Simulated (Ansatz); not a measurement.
Runs of Ansatz 0.2.0 on ZnS (Wurtzite-2H). Symmetry: P6_3mc, No. 186, hexagonal system. Conventional cell: a = 3.811 Å, b = 3.811 Å, c = 6.234 Å, α = 90.00°, β = 90.00°, γ = 120.00°. Zn (site symmetry 3m) has 4 S at 2.31 to 2.40 Å as nearest neighbours. S (site symmetry 3m) has 4 Zn at 2.31 to 2.40 Å as nearest neighbours. 

```tsv
task	level	cell	k mesh	cutoff (eV)	smearing	points for each segment of the path	mesh quality	gap on the mesh (eV)	pressure (GPa)	V0 of scaled cells (Å³/atom)	relaxed volume (Å³/atom)	B0 (GPa)	largest force (eV/Å)
band structure	PBEsol	as given	8 × 8 × 5	420	fermi-dirac 0.05 eV	14	not flagged	2.11	-1.3	-	-	-	0.31
equation of state	RPBE+D4	as given	8 × 8 × 5	420	fermi-dirac 0.05 eV	-	not flagged	-	-	(b)	-	74	-
equation of state	PBE	as given	8 × 8 × 5	420	fermi-dirac 0.05 eV	-	not flagged	-	-	20.23	-	69	-
relaxation of cell and atoms	PBE+D3(BJ)	relaxed	8 × 8 × 5	420	fermi-dirac 0.05 eV	-	not flagged	2.24	0.0	-	19.43	-	-
band structure	r2SCANh	as given	4 × 4 × 3	500	fermi-dirac 0.05 eV	4	coarse	3.48	-	-	-	-	0.33
relaxation of cell and atoms	PBEsol+D4	relaxed	8 × 8 × 5	420	fermi-dirac 0.05 eV	-	not flagged	2.23	0.0	-	(a)	-	-
band structure	r2SCAN	as given	8 × 8 × 5	500	fermi-dirac 0.05 eV	14	not flagged	2.82	0.1	-	-	-	0.32
relaxation of cell and atoms	LDA	relaxed	8 × 8 × 5	420	fermi-dirac 0.05 eV	-	not flagged	2.19	0.0	-	(c)	-	-
single point	PBE	as given	8 × 8 × 5	420	gaussian 0.1 eV	-	not flagged	2.25	(d)	-	-	-	0.32
band structure	BLYP	as given	8 × 8 × 5	420	fermi-dirac 0.05 eV	14	not flagged	2.23	6.2	-	-	-	0.34
band structure	LDA	as given	8 × 8 × 5	420	fermi-dirac 0.05 eV	14	not flagged	1.99	-3.9	-	-	-	0.29
relaxation of cell and atoms	exchange-only PBE	relaxed	8 × 8 × 5	420	fermi-dirac 0.05 eV	-	not flagged	1.39	0.0	-	23.62	-	-
```

Alike in all rows: potentials or basis Ansatz PAW; no spin polarisation.

Estimate the missing entries.

(a) 18.88; (b) 19.34; (c) 18.59; (d) 2.3.

Caveats: some runs use coarse meshes; the PAW data sets come from PBE, with cores solved anew for the run's functional, which leaves a small shift of forces and pressure (some runs); the plane-wave basis is chosen anew once the cell has moved, so the energies of steps on either side of that aren't comparable (some runs); the potentials were made for another functional, which shifts forces and pressure (some runs); the cell was scaled at fixed shape and fractional positions, which overstates the stiffness of a crystal with free parameters, most of all of layers and chains (some runs); odd divisions of the mesh miss points on the zone boundary, where band edges often lie, so the gap on the mesh can be too wide (some runs); the volume moved by over 15 % at a fixed basis, so the end points are rough (some runs); the volume moved by +20 % from the deposited cell, more than functionals usually miss (some runs).

A k mesh can miss the band edges.

Not every run made on this cell is shown here.
